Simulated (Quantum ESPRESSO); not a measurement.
# Moving the Hubbard U on Ta d in TaN

```
Ta N
1.0
     2.93800    0.00000    0.00000
    -1.46900    2.54438    0.00000
     0.00000    0.00000    2.88300
Ta N
1 1
Direct
  0.00000 0.00000 0.50000
  0.66667 0.33333 0.00000
```

Kept alike: task single point; functional PBEsol; k mesh 10 × 10 × 9; occupations fermi-dirac, width 0.05 eV; no spin polarisation. Program: Quantum ESPRESSO, GBRV 1.5 PBEsol, cutoff 762 eV. The mesh is that of the run's cell of 2 atoms. No spin-orbit coupling.

| Hubbard U on Ta d, U (eV) | pressure (GPa) |
| --- | --- |
| 0 | -4.75 |
| 1 | -3.86 |
| 2 | ? |
| 3 | -1.91 |
| 4 | -0.83 |
| 5 | 0.33 |
| 6 | 1.60 |
| 8 | 4.54 |

Pressure is positive in compression; the values hold the error of the finite cutoff, so their zero can differ a little from the energy's minimum. U acts here on a shell without spin polarisation. For a metal such a mesh leaves the last digits unconverged. How U acts hangs on the program's projectors.

Q: Fit the rows shown and predict the run at 2 eV.

A: A least-squares parabola through the rows shown is pressure = 0.04623 U² + 0.7837 U - 4.717 (largest miss 0.049); at U = 2 it gives -2.96 GPa. The run gave: pressure -2.92 GPa.
